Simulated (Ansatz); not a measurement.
# Zn/BN/Cu under bias, part 2 of 5

Wanted: I(V) for Zn/BN/Cu. The lower electrode is Zn hcp(0001), the upper one Cu fcc(111); the barrier is BN zinc blende(111) (whole bilayers). In the first transport cell, after relaxation, the nearest pair of electrode and barrier is Zn–N at 2.60 Å, at a slant, too long for a bond, at the lower face and Cu–B at 2.48 Å, at a slant, at the upper one. A gap without bonds adds to the barrier. All share a net of side 2.66 Å, which strains the lower electrode by +0.0 %, the upper one by +3.6 % and the barrier by +3.6 %, against typed lattice constants near PBE's. The first steps treat the bulk electrodes alone.

Ansatz 0.2.0; PBE DFT, plane waves, PAW files (the session's first sound run).

So far. Step 3 (The strained electrode, 3 atoms, electrode Cu fcc(111)): Little changed from the start: no atom moved by 0.005 Å and no cell edge by 0.1 %.

**4. Relaxing the interfaces**

System of this step: Zn/BN/Cu. The cell holds 16 atoms: 4 Zn, 4 N, 4 B and 4 Cu. Its edges and angles: a = 2.660 Å, b = 2.660 Å, c = 39.030 Å, α = 90.0°, β = 90.0°, γ = 120.0°. Vacuum lies along c.

The starting distances are typed guesses, too rough for a quantity that is exponential in distance. A short slab in vacuum serves: only the barrier and the layers next to it are taken over, and later cells can add or drop layers in the barrier's middle. The dipole correction removes the field that unlike faces would set up across the vacuum.

The input, input.yaml:

```yaml
crystal:
  lattice:
    - [2.66, 0.0, 0.0]
    - [-1.33, 2.3036275741, 0.0]
    - [0.0, 0.0, 39.0296490299]
  atoms:
    - { symbol: Zn, position: [0.33333333, 0.66666667, 0.2049723787] }
    - { symbol: Zn, position: [0.0, 0.0, 0.2683857083] }
    - { symbol: Zn, position: [0.33333333, 0.66666667, 0.331799038] }
    - { symbol: Zn, position: [0.0, 0.0, 0.3952123676] }
    - { symbol: "N", position: [0.33333333, 0.66666667, 0.4272328103] }
    - { symbol: B, position: [0.66666667, 0.33333333, 0.440315889] }
    - { symbol: "N", position: [0.66666667, 0.33333333, 0.4795651251] }
    - { symbol: B, position: [0.0, 0.0, 0.4926482038] }
    - { symbol: "N", position: [0.0, 0.0, 0.5318974398] }
    - { symbol: B, position: [0.33333333, 0.66666667, 0.5449805185] }
    - { symbol: "N", position: [0.33333333, 0.66666667, 0.5842297546] }
    - { symbol: B, position: [0.66666667, 0.33333333, 0.5973128333] }
    - { symbol: Cu, position: [0.0, 0.0, 0.6380306771] }
    - { symbol: Cu, position: [0.33333333, 0.66666667, 0.6903629918] }
    - { symbol: Cu, position: [0.66666667, 0.33333333, 0.7426953066] }
    - { symbol: Cu, position: [0.0, 0.0, 0.7950276213] }
kpoints:
  mp_grid: { grid: [12, 12, 1] }
scf:
  occupations: { method: fermi_dirac, width: 0.1 }
  max_iter: 150
hamiltonian:
  xc: pbe
efield:
  axis: 3
  dipole_correction: true
relax:
  f_tol: 0.04
  max_steps: 60
output:
  forces: true
```

Run with:

```console
$ ansatz run input.yaml --threads 4 --pin off --max-ram 16384MiB --backend cpu --events-out ev --progress --plain --runs-dir out
```

Numbers of over 12 decimals in the logs are rounded to 6 here.

The program printed:

```text
[...]
Crystal: 16 atoms, lattice volume = 239.160 Å³
Basis set: ecut = 420 eV, 4757 PW (Γ), exchange–correlation on 36×36×540 points (8 copies of the dense FFT grid, shifted against one another)
Bands: 94, of which v1, the nominal top of the filled ones, is band 78 counted from 1 (77 counted from 0)
Symmetry: 6 space group operations
[...]
k-points: 19 of 144 (time reversal used)
[...]
SCF iter   1: F=—  HF=-41939.882317 eV  |F-HF|=—  |Δ(HF+E_count)|=         —  Δρ=1.91e-2  dr2=6.22e1  ethr=1.77e-3  p=-0.076 e·Å  D=-5.74e-2 V/Å  ΔV_dip=2.24 eV  dr2_dipole=7.24e1  V_vac-E_F(+/−)=5.25/3.01 eV  ⟨swp⟩=9.6  Hψ=9012  notcnv=0  defer=59
efield: sawtooth ramp at fractional position 0.9500 (placed from the atoms, in the widest stretch of the axis that holds none; the zero of the levels goes with the place), width 0.1000; the density the first Hamiltonian is built on has a dipole p = -0.076 e·Å; the dipole correction subtracts the counter field D = -5.74e-2 V/Å, which shifts the + side's vacuum level by +2.24 eV against the − side's; the planar-averaged density in the ramp window peaks in size at 9.8e-5 e/Å³
[...]
SCF iter   2: F=—  HF=-41939.705872 eV  |F-HF|=—  |Δ(HF+E_count)|=   1.76e-1  Δρ=1.33e-2  dr2=2.43e1  ethr=1.77e-3  p=-0.007 e·Å  D=-5.36e-3 V/Å  ΔV_dip=0.21 eV  dr2_dipole=2.38e1  V_vac-E_F(+/−)=4.49/4.28 eV  ⟨swp⟩=2.6  Hψ=2353  notcnv=0  defer=94
[...]
SCF iter  10: F=-41939.391394 eV  HF=-41939.391411 eV  |F-HF|=1.73e-5  |Δ(HF+E_count)|=   8.13e-7  Δρ=3.09e-5  dr2=9.79e-6  ethr=2.56e-8  p=-0.024 e·Å  D=-1.82e-2 V/Å  ΔV_dip=0.71 eV  dr2_dipole=8.20e-6  V_vac-E_F(+/−)=4.71/4.00 eV  ⟨swp⟩=4.4  Hψ=6296  notcnv=0
SCF 1 converged in 10 iterations: F = -41939.391394 eV  dr2 = 9.79e-6
[...]
relax step   1: F+E_penalty+E_count = -41939.39139390 eV  Δ(F+E_penalty+E_count) = +0.000e0 eV  max|allowed force component| = 7.715e0 eV/Å  Δτ_max = 0.0000 Å  (10 SCF iters, dr2 threshold 4.00e-5 eV, accepted)
[...]
SCF iter   1: F=—  HF=-41940.765755 eV  |F-HF|=—  |Δ(HF+E_count)|=         —  Δρ=1.08e-2  dr2=1.14e0  ethr=7.16e-4  p=-0.024 e·Å  D=-1.82e-2 V/Å  ΔV_dip=0.71 eV  dr2_dipole=2.08e-1  V_vac-E_F(+/−)=4.76/4.04 eV  ⟨swp⟩=1.1  Hψ=7533  notcnv=0  defer=94
efield: sawtooth ramp at fractional position 0.9500 (handed on by an earlier solve), width 0.1000; the density the first Hamiltonian is built on has a dipole p = -0.024 e·Å; the dipole correction subtracts the counter field D = -1.82e-2 V/Å, which shifts the + side's vacuum level by +0.71 eV against the − side's; the planar-averaged density in the ramp window peaks in size at 1.5e-5 e/Å³
[...]
SCF iter   2: F=—  HF=-41940.707497 eV  |F-HF|=—  |Δ(HF+E_count)|=   5.83e-2  Δρ=9.27e-3  dr2=1.53e-1  ethr=7.16e-4  p=-0.022 e·Å  D=-1.70e-2 V/Å  ΔV_dip=0.66 eV  dr2_dipole=3.67e-2  V_vac-E_F(+/−)=4.62/3.96 eV  ⟨swp⟩=2.7  Hψ=3022  notcnv=0  defer=99
[...]
SCF iter   9: F=-41940.672386 eV  HF=-41940.672391 eV  |F-HF|=4.88e-6  |Δ(HF+E_count)|=   3.44e-6  Δρ=3.13e-5  dr2=4.54e-6  ethr=4.59e-8  p=-0.026 e·Å  D=-1.99e-2 V/Å  ΔV_dip=0.78 eV  dr2_dipole=1.15e-6  V_vac-E_F(+/−)=4.67/3.90 eV  ⟨swp⟩=3.9  Hψ=5064  notcnv=0
SCF 2 converged in 9 iterations: F = -41940.672386 eV  dr2 = 4.54e-6
relax step   2: F+E_penalty+E_count = -41940.67238570 eV  Δ(F+E_penalty+E_count) = -1.281e0 eV  max|allowed force component| = 4.762e0 eV/Å  Δτ_max = 0.1986 Å  (9 SCF iters, dr2 threshold 1.00e-4 eV, accepted)
[...]
SCF iter   8: F=-41941.474273 eV  HF=-41941.474303 eV  |F-HF|=3.01e-5  |Δ(HF+E_count)|=   1.93e-6  Δρ=5.72e-5  dr2=2.24e-5  ethr=6.41e-8  p=-0.029 e·Å  D=-2.20e-2 V/Å  ΔV_dip=0.86 eV  dr2_dipole=9.81e-6  V_vac-E_F(+/−)=4.67/3.81 eV  ⟨swp⟩=3.7  Hψ=7116  notcnv=0
SCF 3 converged in 8 iterations: F = -41941.474273 eV  dr2 = 2.24e-5
relax step   3: F+E_penalty+E_count = -41941.47427262 eV  Δ(F+E_penalty+E_count) = -8.019e-1 eV  max|allowed force component| = 1.517e0 eV/Å  Δτ_max = 0.1947 Å  (8 SCF iters, dr2 threshold 1.00e-4 eV, accepted)
[...]
relax step   4: F+E_penalty+E_count = -41941.78520681 eV  Δ(F+E_penalty+E_count) = -3.109e-1 eV  max|allowed force component| = 7.542e-1 eV/Å  Δτ_max = 0.1948 Å  (9 SCF iters, dr2 threshold 1.00e-4 eV, accepted)
[...]
relax step   5: F+E_penalty+E_count = -41941.93529150 eV  Δ(F+E_penalty+E_count) = -1.501e-1 eV  max|allowed force component| = 3.371e-1 eV/Å  Δτ_max = 0.2000 Å  (8 SCF iters, dr2 threshold 5.77e-5 eV, accepted)
[...]
relax step   6: F+E_penalty+E_count = -41941.99448596 eV  Δ(F+E_penalty+E_count) = -5.919e-2 eV  max|allowed force component| = 1.932e-1 eV/Å  Δτ_max = 0.2000 Å  (9 SCF iters, dr2 threshold 2.27e-5 eV, accepted)
[...]
relax step   7: F+E_penalty+E_count = -41942.02581706 eV  Δ(F+E_penalty+E_count) = -3.133e-2 eV  max|allowed force component| = 1.186e-1 eV/Å  Δτ_max = 0.2000 Å  (9 SCF iters, dr2 threshold 7.46e-6 eV, accepted)
[...]
relax step   8: F+E_penalty+E_count = -41942.03784826 eV  Δ(F+E_penalty+E_count) = -1.203e-2 eV  max|allowed force component| = 4.620e-2 eV/Å  Δτ_max = 0.1957 Å  (9 SCF iters, dr2 threshold 4.62e-6 eV, accepted)
SCF iter   1: F=—  HF=-41942.039371 eV  |F-HF|=—  |Δ(HF+E_count)|=         —  Δρ=1.66e-3  dr2=4.18e-3  ethr=1.23e-4  p=-0.021 e·Å  D=-1.59e-2 V/Å  ΔV_dip=0.62 eV  dr2_dipole=1.18e-4  V_vac-E_F(+/−)=4.67/4.05 eV  ⟨swp⟩=4.4  Hψ=4242  notcnv=0  defer=107
[...]
SCF iter  10: F=-41942.038000 eV  HF=-41942.038000 eV  |F-HF|=3.46e-8  |Δ(HF+E_count)|=   1.48e-8  Δρ=1.45e-6  dr2=7.67e-9  ethr=6.41e-11  p=-0.021 e·Å  D=-1.57e-2 V/Å  ΔV_dip=0.61 eV  dr2_dipole=4.17e-10  V_vac-E_F(+/−)=4.67/4.06 eV  ⟨swp⟩=4.6  Hψ=6434  notcnv=0
[...]
SCF 9 converged in 10 iterations: F = -41942.038000 eV  dr2 = 7.67e-9
relax step   9: F+E_penalty+E_count = -41942.03799961 eV  Δ(F+E_penalty+E_count) = -1.514e-4 eV  max|allowed force component| = 3.538e-2 eV/Å  Δτ_max = 0.0441 Å  (10 SCF iters, accepted)
SCF converged after 10 iterations
Free energy (F): -41942.038000 eV
[...]
Internal energy: -41941.918925 eV  (E = F + TS)
E sigma→0 (E₀):  -41941.978462 eV
Entropy (-TS):   -0.119074 eV (-7.442 meV/atom)
Fermi energy:    7.060087 eV
Dipole field:    D = -0.015677 V/Å  (p = -0.020720 e·Å, saw-weighted, corrected)
Work function:   Φ+ = 4.6679 eV   Φ− = 4.0558 eV
Levels:          The Fermi level and band energies are counted from a zero that moves with the ramp; work functions are not
Vacuum region:   at the solve's end the planar-averaged density reaches 4.81e-5 e/Å³ inside the ramp window [0.9244, 0.0756] (bound 1e-5 e/Å³), and -1.01e-5 e/Å³ on another of its planes; by the running means of the window's planes the mean density over a ramp is at most 3.77e-5 e/Å³, which is held to the bound (the quickstart, § The vacuum guard, A window that rings)
[...]
--- Forces (eV/Å), atoms counted from 1 ---
  atom   1  Zn     0.00000000     0.00000000     0.01585533
  atom   2  Zn     0.00000000    -0.00000000    -0.03537641
  atom   3  Zn     0.00000000     0.00000000     0.03530899
  atom   4  Zn     0.00000000    -0.00000000    -0.03110358
  atom   5  N      0.00000000    -0.00000000    -0.01101607
  atom   6  B      0.00000000    -0.00000000     0.00959323
  atom   7  N      0.00000000     0.00000000     0.00537268
  atom   8  B      0.00000000    -0.00000000     0.01557934
  atom   9  N      0.00000000     0.00000000    -0.00615389
  atom  10  B     -0.00000000    -0.00000000    -0.00622571
  atom  11  N      0.00000000     0.00000000     0.00173667
  atom  12  B      0.00000000    -0.00000000    -0.00324386
  atom  13  Cu     0.00000000     0.00000000     0.01402597
  atom  14  Cu     0.00000000     0.00000000    -0.00144781
  atom  15  Cu     0.00000000     0.00000000     0.00028787
  atom  16  Cu     0.00000000    -0.00000000    -0.00315566
  max |Σ_I F_I| component: 3.71e-5 eV/Å
--- Relaxed structure (9 steps of the walk, 9 accepted, 0 SCFs on fresh bases) ---
  F+E_penalty+E_count = -41942.03799961 eV   max|allowed force component| = 3.538e-2 eV/Å
  atoms:
    - { symbol: Zn, position: [0.333333, 0.666667, 0.182817] }
    - { symbol: Zn, position: [-6.331069137346431e-17, -2.9490299091605745e-17, 0.247756] }
    - { symbol: Zn, position: [0.333333, 0.666667, 0.312244] }
[...]
- { symbol: N, position: [0.333333, 0.666667, 0.429484] }
    - { symbol: B, position: [0.666667, 0.333333, 0.440782] }
    - { symbol: N, position: [0.666667, 0.333333, 0.482367] }
    - { symbol: B, position: [-1.3651381734413583e-17, -2.949029909160565e-17, 0.494882] }
    - { symbol: N, position: [-9.973165930918292e-18, -2.949029909160568e-17, 0.535825] }
    - { symbol: B, position: [0.333333, 0.666667, 0.548409] }
    - { symbol: N, position: [0.333333, 0.666667, 0.589466] }
    - { symbol: B, position: [0.666667, 0.333333, 0.602302] }
    - { symbol: Cu, position: [1.2194888558180713e-17, -2.949029909160576e-17, 0.652164] }
    - { symbol: Cu, position: [0.333333, 0.666667, 0.705191] }
    - { symbol: Cu, position: [0.666667, 0.333333, 0.756953] }
    - { symbol: Cu, position: [1.04567530689912e-17, -2.949029909160578e-17, 0.808361] }
```

The job ended after 2 min (4 threads of Arm Neoverse V1, shared host; peak memory 1 GiB).

Relaxation path:

| step | energy less that of the first step (eV) | largest force component (eV/Å) |
| --- | --- | --- |
| 1 | 0.0000 | 7.7152 |
| 2 | -1.2810 | 4.7618 |
| 3 | -2.0829 | 1.5171 |
| 4 | -2.3938 | 0.7542 |
| 5 | -2.5439 | 0.3371 |
| 6 | -2.6031 | 0.1932 |
| 7 | -2.6344 | 0.1186 |
| 8 | -2.6465 | 0.0462 |
| 9 | -2.6466 | 0.0354 |

The run keeps the 6 symmetry operations that it works with, so distortions that break them were not tested.

The atoms that moved most (Å):

| atom | dx | dy | dz | length |
| --- | --- | --- | --- | --- |
| Zn1 | 0.000 | 0.000 | -0.865 | 0.865 |
| Zn2 | 0.000 | 0.000 | -0.805 | 0.805 |
| Zn3 | 0.000 | 0.000 | -0.763 | 0.763 |
| Zn4 | 0.000 | 0.000 | -0.763 | 0.763 |
| Cu14 | 0.000 | 0.000 | 0.579 | 0.579 |
| Cu15 | 0.000 | 0.000 | 0.556 | 0.556 |
| Cu13 | 0.000 | 0.000 | 0.552 | 0.552 |
| Cu16 | 0.000 | 0.000 | 0.520 | 0.520 |

Numbers from this step:

```yaml
free_energy: -41942.0380 eV
fermi_energy: 7.060 eV
```

The largest force component on a free atom ends at 0.035 eV/Å. At one or more of this run's solves the program warned of density in the dipole ramp over its bound, where dipole, forces and levels can be off.

(Continued in part 3 of 5.)

[Logs are printed without paths, hosts, clocks, repeated set-up lines and the standing remarks that a program may print on its own settings, such as how far it seeks lower states.]

[Hosts, paths, dates, database ids (printed as entryN), source tags and the programs' standing remarks are cut or masked in the printed files.]
